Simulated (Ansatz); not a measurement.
Runs of Ansatz 0.2.0 on PbS. The structure is hexagonal, space group P-6m2 (No. 187). The conventional cell has a = 4.090 Å, b = 4.090 Å, c = 3.788 Å, α = 90.00°, β = 90.00°, γ = 120.00°. Pb (site symmetry -6m2) has 6 S at 3.03 Å as nearest neighbours. S (site symmetry -6m2) has 6 Pb at 3.03 Å as nearest neighbours. Measurements of this composition are mostly on another form, of space group No. 225.

```csv
task,level,cell,cutoff (eV),smearing,points for each segment of the path,gap on the mesh (eV),pressure (GPa),relaxed volume (Å³/atom)
relaxation of cell and atoms,BLYP,relaxed,420,fermi-dirac 0.05 eV,-,0.53,0.0,(c)
band structure,r2SCAN,as given,500,fermi-dirac 0.05 eV,14,-,-0.9,-
single point,PBE,as given,420,gaussian 0.012 eV,-,0.21,(a),-
relaxation of cell and atoms,revPBE,relaxed,420,fermi-dirac 0.05 eV,-,(b),0.0,28.25
band structure,BLYP,as given,420,fermi-dirac 0.05 eV,14,-,3.4,-
```

Alike in all rows: potentials or basis Ansatz PAW; no spin polarisation; k mesh 8 × 8 × 7.

Problem. Estimate the missing entries.

Solution. (a) 0.1; (b) 0.40; (c) 29.34.

Caveats: the PAW data sets come from PBE, with cores solved anew for the run's functional, which leaves a small shift of forces and pressure (some runs); odd divisions of the mesh miss points on the zone boundary, where band edges often lie, so the gap on the mesh can be too wide (some runs); spin-orbit coupling is left out, which as a rule narrows the gap of such compounds by several tenths of an eV (some runs); the plane-wave basis is chosen anew once the cell has moved, so the energies of steps on either side of that aren't comparable (some runs); spin-orbit coupling is left out, which moves the levels of the heavy elements (some runs).

A k mesh can miss the band edges, and the runs leave out spin-orbit coupling on Pb.
